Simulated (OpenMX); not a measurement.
## BaTiO3 in OpenMX: the effect of dispersion

The system is BaTiO3.

```xyz
5
Lattice="2.8274 1.6324 2.3184 -2.8274 1.6324 2.3184 0.0000 -3.2648 2.3184" Properties=species:S:1:pos:R:3 pbc="T T T"
Ba    0.0000    0.0000    0.0000
Ti    0.0000    0.0000    3.3698
O     1.3885   -0.8017    2.3988
O    -1.3885   -0.8017    2.3988
O     0.0000    1.6033    2.3988
```

Alike in all runs:

```yaml
Program: OpenMX 3.8.5
Task: single point
Functional: PBE
Potentials_or_basis: OpenMX 2013 PBE set, Ba10.0-s3p2d2, Ti7.0-s3p2d2, O6.0-s2p2d1, grid cutoff 400 Ry
k_mesh: 5 × 5 × 5
Occupations: fermi-dirac, width 0.05 eV
Spin: no spin polarisation
```

Q: One run gave: pressure 6.7 GPa. Which dispersion did it use?
A. D3(BJ)
B. D4
C. D3
D. none

A: D.

| dispersion | pressure (GPa) |
| --- | --- |
| none | 6.7 |
| D3 | 4.3 |
| D3(BJ) | 3.3 |
| D4 | 3.8 |

Caveats: the basis of atomic orbitals isn't converged, which shifts pressures, moduli and gaps.
